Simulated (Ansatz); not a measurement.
Sn, 1 atom in the cell. Symmetry: Im-3m, No. 229, cubic system. The conventional cell has a = 3.789 Å, b = 3.789 Å, c = 3.789 Å, α = 90.00°, β = 90.00°, γ = 90.00°. Around Sn (site symmetry m-3m) lie 8 Sn at 3.28 Å. This isn't the form of Sn at room conditions, which is tetragonal (white tin).

| Property | Result |
| --- | --- |
| Program | Ansatz 0.2.0 |
| Task | single point |
| Functional | r2SCAN0 |
| Potentials or basis | Ansatz PAW |
| Cutoff | 500 eV (not typed: the program's choice for these potentials) |
| k mesh | 5 × 5 × 5 |
| Occupations | fermi-dirac, width 0.05 eV |
| Spin | no spin polarisation |

Hardware: 1 × NVIDIA H100 80GB HBM3 with 2 threads of AMD EPYC 7R13 Processor (Zen 3) (shared host).

Task: How long does it take, and how much memory?

Result: It took 7.2 s on 1 × NVIDIA H100 80GB HBM3 with 2 threads of AMD EPYC 7R13 Processor (Zen 3), on a shared host, peak memory 1.6 GiB. Counts: scf iterations 19, plane waves 675, k points 10, bands 11.
